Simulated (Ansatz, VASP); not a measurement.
**One calculation of Ti, two programs**

File INCAR:

```
PREC = Accurate
ENCUT = 520
EDIFF = 1E-8
ISMEAR = -1
SIGMA = 0.05
LREAL = False
LASPH = True
NELM = 80
ALGO = Normal
ISIF = 2
LWAVE = False
LCHARG = False
GGA = PS
LEFG = True
NBANDS = 19
```

File KPOINTS:

```
regular mesh
0
Gamma
  14 14 8
```

The input POSCAR:

```
Ti
1.0
    2.9499978604      0.0000000000      0.0000000000
   -1.4749989302      2.5547730882      0.0000000000
    0.0000000000      0.0000000000      4.6860000000
Ti
2
Direct
    0.3333333333      0.6666666667      0.2500000000
    0.6666666667      0.3333333333      0.7500000000
```

Input for Ansatz:

```yaml
crystal:
  lattice:
    - [2.9499978604, 0.0, 0.0]
    - [-1.4749989302, 2.5547730882, 0.0]
    - [0.0, 0.0, 4.686]
  atoms:
    - { symbol: Ti, position: [0.3333333333, 0.6666666667, 0.25] }
    - { symbol: Ti, position: [0.6666666667, 0.3333333333, 0.75] }
kpoints:
  mp_grid: { grid: [14, 14, 8] }
  band_path:
    path:
      - [0.0, 0.0, 0.0]
      - [0.5, 0.0, 0.0]
      - [0.3333333333, 0.3333333333, 0.0]
      - [0.0, 0.0, 0.0]
      - [0.0, 0.0, 0.5]
      - [0.5, 0.0, 0.5]
      - [0.3333333333, 0.3333333333, 0.5]
      - [0.0, 0.0, 0.5]
      - [0.5, 0.0, 0.5]
    npoints: 14
scf:
  occupations: { method: fermi_dirac, width: 0.05 }
hamiltonian:
  xc: pbesol
  pseudopotentials: { kind: paw }
output:
  forces: true
  stress: true
  eigenvalues: true
  efg: { contact_densities: true }
  populations: true
  bader: true
  dos: { projected: true, de: 0.2, e_range: [-14, 8] }
  write_density: true
  write_potential: true
  elf: true
  volumetric_format: npy
```

Alike in both runs: task electric field gradients; functional PBEsol; k mesh 14 × 14 × 8; occupations fermi-dirac, width 0.05 eV; no spin polarisation.

|  | VASP | Ansatz |
| --- | --- | --- |
| version | VASP 6.6.1 | Ansatz 0.2.0 |
| potentials or method | VASP PAW PBE potentials, release 64 (Ti_sv) | PAW with Ansatz's default frozen-core files, scalar-relativistic |
| plane-wave cutoff (eV) | 520 | 420 |
| valence electrons in the cell | 24 | 24 |

Ansatz gave:

```
pressure (GPa)                                                 : -5.9
largest component of the traceless stress (GPa)                : 0.36
Vzz of the field gradient on the site that differs most (V/Å²) : 18.5
```

Q: What did VASP give for the same quantities?

A: Pressure (GPa): -6.1; largest component of the traceless stress (GPa): 0.36; Vzz of the field gradient on the site that differs most (V/Å²): 16.6.

Caveats: the PAW data sets were made with another functional, which shifts forces and pressure a little (VASP).
